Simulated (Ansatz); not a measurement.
## AlN: the gap under pressure

AlN, P6_3mc, a = 3.130 Å, c = 5.018 Å. Ansatz: PBE, PAW, 420 eV, Γ-centred 12×12×6 mesh on 4 atoms, Gaussian smearing 0.02 eV; no spin polarisation. Cell and atoms are relaxed at each pressure, and no other structure is tried; the real crystal is known to change phase within this range, so the rows at high pressure are metastable. The gap is sought over the whole zone. The pressures are the targets, met within 0.04 GPa.

| P (GPa) | gap y (eV) |
| --- | --- |
| -3.0 | ? |
| 0.0 | 4.034 |
| 3.0 | 4.159 |
| 8.0 | 4.355 |
| 15.0 | 4.604 |
| 30.0 | 5.057 |
| 60.0 | 5.032 |

Question: Fit y = E0 + αP + βP² to the other rows and predict the missing gap.

Answer: Least squares on the rows shown. y = 4.0098 + 0.050267 P − 0.00055206 P². So α = 50.3 meV/GPa, but the rows at 0 and 3 GPa alone give 42 meV/GPa, so the parabola doesn't give the slope at zero pressure. With a term in P³ added, the coefficient of P becomes 0.03937, 22 % less, which shows how far this figure hangs on the form. At P = -3.0 the fit asked for gives 3.854 eV. The run gave 3.899 eV, so the fit is 0.045 eV too low, within twice the rms miss on the fitted rows (0.025 eV). Note that among the fitted rows a band edge sits at another point of the zone at 60 GPa than at zero pressure, so one curve spans more than one gap.

Semilocal functionals give gaps under the measured ones; changes of the gap mostly carry over better.